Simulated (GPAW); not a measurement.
# BN: relaxation of cell and atoms with PBEsol+D4

Crystal: BN.

```
N B
1.0
     0.00000    1.81300    1.81300
     1.81300    0.00000    1.81300
     1.81300    1.81300    0.00000
N B
1 1
Cartesian
  0.9065 0.9065 0.9065
  0.0000 0.0000 0.0000
```

The cell is a database's computed one.

```
Program             : GPAW 26.7.0
Task                : relaxation of cell and atoms
Functional          : PBEsol
Dispersion          : D4
Potentials or basis : PAW data sets generated in the run's folder for this functional
Cutoff              : 800 eV
Basis               : pw
k mesh              : 13 × 13 × 13
Occupations         : fermi-dirac, width 0.05 eV
Spin                : no spin polarisation
Maxiter             : 150
Optimizer           : BFGS
Fmax                : 0.02 eV/Å
Max steps           : 60
Convergence         : density=1e-05 forces=0.0001
```

The relaxed volume is 5.79 Å³/atom. The relaxed cell is a = 2.539 Å, b = 2.539 Å, c = 2.539 Å, α = 60.00°, β = 60.00°, γ = 60.00°, the space group after relaxing (to 0.05 Å) is F-43m (No. 216) and the energy gained by relaxing is 4.2 meV/atom. The ionic steps are 3 and the pressure after relaxing is 0.2 GPa. The band gap on the k mesh is 4.39 eV, indirect (least direct gap 8.86 eV) and the dispersion energy per atom is -0.135 eV.

Step by step:
```tsv
step	energy change (eV)	largest force (eV/Å)	pressure (GPa)	volume (Å³)
1	0.0000	0.0000	-10.70	11.92
2	-0.0049	0.0000	-7.60	11.82
3	-0.0085	0.0000	0.19	11.58
```

Final structure:
```xyz
2
Lattice="0.0000 1.7957 1.7957 1.7957 0.0000 1.7957 1.7957 1.7957 0.0000" Properties=species:S:1:pos:R:3 pbc="T T T"
N     0.8978    0.8978    0.8978
B     0.0000    0.0000    0.0000
```

Levels at points of the mesh, in eV from the valence-band top:
| k point | band 2 | band 3 | band 4 | band 5 | band 6 | band 7 |
| --- | --- | --- | --- | --- | --- | --- |
| (0.00, 0.00, 0.00) | 0.00 | 0.00 | 0.00 | 8.86 | 8.86 | 8.86 |

Run time: 4.4 min on 1 thread of Intel(R) Xeon(R) Processor @ 2.50GHz (Skylake/Cascade Lake) (shared host), peak memory 0.22 GiB.

Caveat: later steps reuse the first step's grids; an odd mesh through Γ misses points on the zone boundary, where band edges often lie. A hybrid or GW would open this gap; PBEsol tends to underestimate it.
